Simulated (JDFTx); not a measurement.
**RbCl under changes of volume**

One of the cells (35.094 Å³/atom); the others are scaled copies at fixed shape and fractional positions:

```xyz
2
Lattice="0.0000 3.2740 3.2740 3.2740 0.0000 3.2740 3.2740 3.2740 0.0000" Properties=species:S:1:pos:R:3 pbc="T T T"
Rb    0.0000    0.0000    0.0000
Cl    3.2740    3.2740    3.2740
```

```yaml
Program: JDFTx 1.7.0 (patched build)
Functional: PBE
Potentials_or_basis: PseudoDojo-SR-PBE-0.5-standard
Cutoff: 789 eV
Density_cutoff: 3157 eV
k_mesh: 7 × 7 × 7
Occupations: fermi-dirac, width 0.05 eV
Spin: no spin polarisation
```

| volume (Å³/atom) | energy over the lowest point (meV/atom) | pressure (GPa) | gap on the mesh (eV) |
| --- | --- | --- | --- |
| 32.989 | 31.60 | 2.5 | 5.26 |
| 33.690 | 21.65 | 2.0 | 5.19 |
| 34.392 | ? | ? | ? |
| 35.094 | 7.99 | 1.1 | 5.05 |
| 35.796 | 3.84 | 0.8 | 4.99 |
| 36.498 | 1.24 | 0.4 | 4.93 |
| 37.200 | 0.00 | 0.1 | 4.87 |

Task: What does the run at 34.392 Å³/atom give?

Result: Energy over the lowest point 13.86 meV/atom; pressure 1.5 GPa; gap on the mesh 5.12 eV.

Worked out: A Birch-Murnaghan fit of order 3 (a polynomial in V^(-2/3)) to the other rows has its minimum at 37.55 Å³/atom, just outside them, with B0 = V·E''(V) = 14.1 GPa and B' = 5.1. It gives 13.85 meV/atom at 34.392 Å³/atom, against the run's 13.86, and -dE/dV = 1.6 GPa, against 1.5. A straight line through the other rows of the gap, of slope -3.25 eV per unit of ln V (its deformation potential), gives 5.12 eV, against the run's 5.12.

Energies are extrapolated to zero smearing.

Caveats: the empty levels aren't tightly converged; an odd mesh through Γ misses points on the zone boundary, where band edges often lie (some runs). Spin-orbit coupling on Rb is left out.
